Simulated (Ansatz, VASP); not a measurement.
## One calculation of Ga, two programs

INCAR

```
PREC = Accurate ; ENCUT = 600
EDIFF = 1E-6 ; ISMEAR = 0
SIGMA = 0.1 ; LREAL = False
LASPH = True ; NELM = 80
ALGO = Normal ; ISIF = 3
LWAVE = False ; LCHARG = False
GGA = PE ; IBRION = 2
NSW = 100 ; EDIFFG = -0.01
```

KPOINTS

```
Automatic mesh
0
Gamma
  16 16 16
```

File POSCAR:

```
Ga
1.0
   -1.7406372864      1.7406372864      1.7406372864
    1.7406372864     -1.7406372864      1.7406372864
    1.7406372864      1.7406372864     -1.7406372864
Ga
1
Direct
    0.0000000000      0.0000000000      0.0000000000
```

Input for Ansatz:

```yaml
crystal:
  lattice:
    - [-1.7406372864, 1.7406372864, 1.7406372864]
    - [1.7406372864, -1.7406372864, 1.7406372864]
    - [1.7406372864, 1.7406372864, -1.7406372864]
  atoms:
    - { symbol: Ga, position: [0.0, 0.0, 0.0] }
basis:
  ecutwfc: 420
kpoints:
  mp_grid: { grid: [16, 16, 16] }
hamiltonian:
  xc: pbe
scf:
  occupations: { method: gaussian, width: 0.1 }
output:
  forces: true
  stress: true
  eigenvalues: true
relax:
  adjacent_minimum: "off"
  f_tol: 0.01
  max_steps: 80
  cell: { stress_tol: 0.05 }
```

Alike in both runs: task relaxation of cell and atoms; functional PBE; k mesh 16 × 16 × 16; occupations gaussian, width 0.1 eV; no spin polarisation.

|  | VASP | Ansatz |
| --- | --- | --- |
| version | VASP 6.6.1 | Ansatz 0.2.0 |
| potentials or method | VASP PAW PBE potentials, release 64 (Ga_d) | scalar-relativistic, plane waves, PAW |
| plane-wave cutoff (eV) | 600 | 420 |
| valence electrons in the cell | 13 | 13 |

Ansatz gave:

```
gap on the k mesh at the Fermi level, each at its own relaxed structure (eV) : none
relaxed volume (Å³/atom)                                                     : 19.25
relaxed cell length with the largest relative difference (Å)                 : 2.924
energy change over the relaxation (meV/atom)                                 : -21
```

Q: Which values does VASP return?

A: gap on the k mesh at the Fermi level, each at its own relaxed structure (eV): none; relaxed volume (Å³/atom): 19.22; relaxed cell length with the largest relative difference (Å): 2.923; energy change over the relaxation (meV/atom): -20.

A gap of «none» marks a metal or a gap that the smearing closes.
